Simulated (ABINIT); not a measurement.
# V (Im-3m) in ABINIT: further runs

Aim: see how the results for V move with the level of theory and the settings. Levels: LDA+U, PBEsol+U. Tasks: Hubbard U by linear response, single point.

Everything below comes from runs of ABINIT 10.8.3 (patched build). Logs are shortened: lines on timing, memory, paths and dates and some standing lists are left out, and cuts for length are marked. The log counts tension as positive stress, the text compression.

## (1) The crystal as given

Symmetry: Im-3m, No. 229, cubic system. The conventional cell has a = 3.029 Å, b = 3.029 Å, c = 3.029 Å, α = 90.00°, β = 90.00°, γ = 90.00°. V (site symmetry m-3m) is surrounded by 8 V at 2.62 Å.

## (2) Hubbard U by linear response, LDA+U, collinear spin, ferromagnetic start

run.abi

```
# Datasets
ndtset 2

# Pseudopotentials
pp_dirpath "./"
pseudos "V.LDA_PW-JTH.xml"

# Structure
acell 4.9566214992 4.9566214992 4.9566214992
rprim
    -0.5773502692     0.5773502692     0.5773502692
     0.5773502692    -0.5773502692     0.5773502692
     0.5773502692     0.5773502692    -0.5773502692
ntypat 1
znucl 23
natom 1
typat 1
xred
            0.0            0.0            0.0

# Plane-wave basis
ecut 353.748021 eV
pawecutdg 26.0

# k points
kptopt 2
ngkpt 6 6 6
nshiftk 1
shiftk 0.0 0.0 0.0

# Exchange and correlation
ixc 7

# Bands and occupations
nband 11
occopt 4
tsmear 0.136 eV

# Spin
nsppol 2
spinat
     0.0000000000     0.0000000000     2.0000000000
nsym 1

# DFT+U
usepawu 1
lpawu 2
upawu 0.0 eV
jpawu 0.0 eV
dmatpuopt 2

# SCF cycle
nstep 120
tolvrs 1.0e-9

# Output
prteig 0
prtebands 0
prtden 0
prtwf 0

# Linear response
irdwfk 1
macro_uj 1
pawujat 1
pawujv1 -0.1 eV
pawujv2 0.1 eV
```

gs.abi

```
# Pseudopotentials
pp_dirpath "./"
pseudos "V.LDA_PW-JTH.xml"

# Structure
acell 4.9566214992 4.9566214992 4.9566214992
rprim
    -0.5773502692     0.5773502692     0.5773502692
     0.5773502692    -0.5773502692     0.5773502692
     0.5773502692     0.5773502692    -0.5773502692
ntypat 1
znucl 23
natom 1
typat 1
xred
            0.0            0.0            0.0

# Plane-wave basis
ecut 353.748021 eV
pawecutdg 26.0

# k points
kptopt 2
ngkpt 6 6 6
nshiftk 1
shiftk 0.0 0.0 0.0

# Exchange and correlation
ixc 7

# Bands and occupations
nband 11
occopt 4
tsmear 0.136 eV

# Spin
nsppol 2
spinat
     0.0000000000     0.0000000000     2.0000000000
nsym 1

# DFT+U
usepawu 1
lpawu 2
upawu 0.0 eV
jpawu 0.0 eV
dmatpuopt 2

# SCF cycle
nstep 120
tolvrs 1.0e-9

# Output
prteig 0
prtebands 0
prtden 0
```

Potentials or basis: JTH PAW LDA v2.0.

Started as:

```
$ abinit gs.abi > log 2>&1
$ ln -s gso_WFK runi_DS1_WFK
$ ln -s gso_WFK runi_DS2_WFK
$ abinit run.abi > log 2>&1
$ lruj runo_DS1_LRUJ.nc runo_DS2_LRUJ.nc > lruj.log 2>&1
```

run.abo:

```text
.Version 10.8.3 of ABINIT
 DATASET    1 : space group P1 (#  1); Bravais aP (primitive triclinic)
================================================================================
 Values of the parameters that define the memory need for DATASET  1.
     intxc =       0    ionmov =       0      iscf =      17    lmnmax =      18
     lnmax =       6     mgfft =      18  mpssoang =       3    mqgrid =    3001
     natom =       1  nloc_mem =       2    nspden =       2   nspinor =       1
    nsppol =       2      nsym =       1    n1xccc =       1    ntypat =       1
    occopt =       4   xclevel =       1
       mpw =         216          nfft =        5832          nkpt =         112
 PAW method is used; the additional fine FFT grid is defined by:
   mgfftf=        24    nfftf =     13824
================================================================================
================================================================================

 DATASET    2 : space group P1 (#  1); Bravais aP (primitive triclinic)
================================================================================
 Values of the parameters that define the memory need for DATASET  2.
     intxc =       0    ionmov =       0      iscf =      17    lmnmax =      18
     lnmax =       6     mgfft =      18  mpssoang =       3    mqgrid =    3001
     natom =       1  nloc_mem =       2    nspden =       2   nspinor =       1
    nsppol =       2      nsym =       1    n1xccc =       1    ntypat =       1
    occopt =       4   xclevel =       1
       mpw =         216          nfft =        5832          nkpt =         112
 PAW method is used; the additional fine FFT grid is defined by:
   mgfftf=        24    nfftf =     13824
================================================================================
================================================================================

--------------------------------------------------------------------------------
------------- Echo of variables that govern the present computation ------------
--------------------------------------------------------------------------------
 -outvars: echo values of preprocessed input variables --------
            acell      4.9566214992E+00  4.9566214992E+00  4.9566214992E+00 Bohr
              amu      5.09415000E+01
         atvshift1      -0.00367   -0.00367   -0.00367   -0.00367   -0.00367
                        -0.00367   -0.00367   -0.00367   -0.00367   -0.00367
         atvshift2       0.00367    0.00367    0.00367    0.00367    0.00367
                         0.00367    0.00367    0.00367    0.00367    0.00367
           diemix      4.50000000E-01
             ecut      1.30000000E+01 Hartree
           irdwfk           1
                       outvar_i_n : Printing only first  50 k-points.
              ixc           7
           jdtset        1    2
                       outvar_i_n : Printing only first  50 k-points.
           kptopt           2
         kptrlatt        6    0    0      0    6    0      0    0    6
          kptrlen      2.97397290E+01
            lpawu           2
         macro_uj        1
            natom           1
            nband          11
        natvshift        5
           ndtset           2
            ngfft          18      18      18
          ngfftdg          24      24      24
[... 597 lines left out ...]
 Magnetization (Bohr magneton)=  6.01461018E-01
 Total spin up =  6.80073051E+00   Total spin down =  6.19926949E+00
 Eigenvalues (hartree) for nkpt= 112  k points, SPIN UP:
 kpt#   1, nband= 11, wtk=  0.00463, kpt=  0.0000  0.0000  0.0000 (reduced coord)
  -1.97221   -1.00408   -1.00408   -1.00408    0.11180    0.36488    0.36488    0.36488
   0.43738    0.43738    1.09961
      occupation numbers for kpt#   1
   1.00000    1.00000    1.00000    1.00000    1.00000    0.00000    0.00000    0.00000
   0.00000    0.00000    0.00000
 prteigrs : prtvol=0 or 1, do not print more k-points.

 Eigenvalues (hartree) for nkpt= 112  k points, SPIN DOWN:
 kpt#   1, nband= 11, wtk=  0.00463, kpt=  0.0000  0.0000  0.0000 (reduced coord)
  -1.95754   -0.98952   -0.98952   -0.98952    0.12606    0.38122    0.38122    0.38122
   0.44930    0.44930    1.11361
      occupation numbers for kpt#   1
   1.00000    1.00000    1.00000    1.00000    1.00000    0.00000    0.00000    0.00000
   0.00000    0.00000    0.00000
 prteigrs : prtvol=0 or 1, do not print more k-points.

--- !EnergyTerms
iteration_state     : {dtset: 2, }
comment             : Components of total free energy in Hartree
kinetic             :  9.88920079107270E+00
hartree             :  1.39163273975043E+01
xc                  : -3.80549443105278E+00
Ewald energy        : -5.37293392734223E+01
psp_core            :  3.00988787835145E+00
local_psp           : -4.39424658056548E+01
PAW spherical_terms :  2.49909068392755E+00
internal            : -7.21627927592738E+01
'-kT*entropy'       :  1.75178964519723E-04
total_energy        : -7.21626175803093E+01
total_energy_eV     : -1.96364485949881E+03
...

--- !EnergyTermsDC
iteration_state     : {dtset: 2, }
comment             : '"Double-counting" decomposition of free energy'
band_energy         : -8.47277042787314E+00
Ewald energy        : -5.37293392734223E+01
psp_core            :  3.00988787835145E+00
xc_dc               : -1.29207683083135E+01
PAW spherical_terms : -3.94771338322464E-02
internal            : -7.21524672650897E+01
'-kT*entropy'       :  1.75178964519723E-04
total_energy_dc     : -7.21522920861251E+01
total_energy_dc_eV  : -1.96336388848839E+03
...

--- !EnergyTermsWithPAWCore
iteration_state     : {dtset: 2, }
comment             : 'Components of total free energy, including PAW core contributions'
Total energy        : -9.47402298381243E+02
Total energy DC     : -9.47391972887059E+02
Total energy (eV)   : -2.57801298715821E+04
Total energy DC (eV): -2.57798489005717E+04
...

 Cartesian components of stress tensor (hartree/bohr^3)
  sigma(1 1)=  5.17055255E-04  sigma(3 2)= -2.30097220E-10
  sigma(2 2)=  5.17055212E-04  sigma(3 1)=  1.42191159E-11
  sigma(3 3)=  5.17055223E-04  sigma(2 1)= -3.50715277E-11

-Cartesian components of stress tensor (GPa)         [Pressure= -1.5212E+01 GPa]
- sigma(1 1)=  1.52122908E+01  sigma(3 2)= -6.76969393E-06
- sigma(2 2)=  1.52122895E+01  sigma(3 1)=  4.18340834E-07
- sigma(3 3)=  1.52122899E+01  sigma(2 1)= -1.03183997E-06

== END DATASET(S) ==============================================================
================================================================================

 -outvars: echo values of variables after computation  --------
            acell      4.9566214992E+00  4.9566214992E+00  4.9566214992E+00 Bohr
           etotal1    -7.2173003806E+01
           etotal2    -7.2152292086E+01
            fcart1     0.0000000000E+00  0.0000000000E+00  0.0000000000E+00
            fcart2     0.0000000000E+00  0.0000000000E+00  0.0000000000E+00
            rprim     -5.7735026920E-01  5.7735026920E-01  5.7735026920E-01
                       5.7735026920E-01 -5.7735026920E-01  5.7735026920E-01
                       5.7735026920E-01  5.7735026920E-01 -5.7735026920E-01
           strten1     5.7316471527E-04  5.7316469984E-04  5.7316467523E-04
                       9.1072558295E-11 -1.0616076280E-11  1.2732722995E-11
           strten2     5.1705525484E-04  5.1705521185E-04  5.1705522302E-04
                      -2.3009721977E-10  1.4219115936E-11 -3.5071527678E-11
 Calculation completed.
```

Run time: 38 s. Hardware: 1 thread of Arm Neoverse V1, shared host; peak memory 0.08 GiB.

What came out:

```yaml
Free_energy: -1963.6452 eV
Pressure: -16.0 GPa
Band_gap_on_the_k_mesh: none (metal or under the smearing width)
Net_moment: 0.60 μB per cell
Site_moments: V +0.44 μB
Hubbard_U_from_linear_response: 3.94 eV
```

Eigenvalues of the final occupation matrices:
| site | spin | trace | eigenvalues |
| --- | --- | --- | --- |
| atom 1 | 1 | 1.60 | 0.25 0.25 0.37 0.37 0.37 |
| atom 1 | 2 | 1.22 | 0.22 0.22 0.26 0.26 0.26 |

Caveat: the k mesh is coarse (spacing up to 0.49 Å⁻¹), so the values aren't converged; the shifted atom has its images in every cell, so this scalar value isn't converged in cell size and belongs to these projectors alone; the U is typed as a test and isn't derived for this compound.

## (3) Single point, LDA+U, collinear spin, ferromagnetic start

run.abi

```
pp_dirpath "./"
pseudos "V.LDA_PW-JTH.xml"

acell 3*1.0
rprim
    -2.8617067568     2.8617067568     2.8617067568
     2.8617067568    -2.8617067568     2.8617067568
     2.8617067568     2.8617067568    -2.8617067568
ntypat 1
znucl 23
natom 1
typat 1
xcart
     0.0000000000     0.0000000000     0.0000000000 Angstrom

ecut 353.748021 eV
pawecutdg 26.0

kptopt 1
ngkpt 9 9 9
nshiftk 1
shiftk 0.0 0.0 0.0

ixc 7

nband 11
occopt 3
tsmear 0.05 eV

nsppol 2
spinat
     0.0000000000     0.0000000000     2.0000000000

usepawu 1
lpawu 2
upawu 1.0 eV
jpawu 0.0 eV

nstep 100
tolvrs 1.0e-9

iomode 3
prtwf 0
prtden 0
prteig 0
prtebands 0
```

Potentials or basis: JTH PAW LDA v2.0.

Started as:

```
$ abinit run.abi > log 2>&1
```

Run time: 5.2 s. Hardware: 1 thread of Arm Neoverse V2, shared host; peak memory 0.07 GiB.

Results (log left out):

```yaml
Free_energy: -1962.6903 eV
Pressure: -15.3 GPa
Band_gap_on_the_k_mesh: none (metal or under the smearing width)
Net_moment: 0.19 μB per cell
Site_moments: V +0.14 μB
Valence_electrons_inside_the_program's_atomic_spheres: V 11.20 (radii [1.1698] Å)
```

Levels at points of the mesh, in eV from the Fermi level:
Spin up:
```tsv
k point	band 5	band 6	band 7	band 8	band 9	band 10
(0.00, 0.00, 0.00)	-6.66	0.27	0.27	0.27	2.29	2.29
```
Spin down:
```tsv
k point	band 2	band 3	band 4	band 5	band 6	band 7	band 8	band 9	band 10	band 11
(0.00, 0.00, 0.00)	-36.95	-36.95	-36.95	-6.55	0.44	0.44	0.44	2.40	2.40	20.33
```

Eigenvalues of the final occupation matrices:
```
  site  spin  trace               eigenvalues
atom 1     1   1.46  0.23 0.23 0.33 0.33 0.33
atom 1     2   1.34  0.23 0.23 0.29 0.29 0.29
```

Caveat: the U is typed as a test and isn't derived for this compound. The state reached can hang on the start; a lower one may exist.

(Continued in part 2 of 2.)
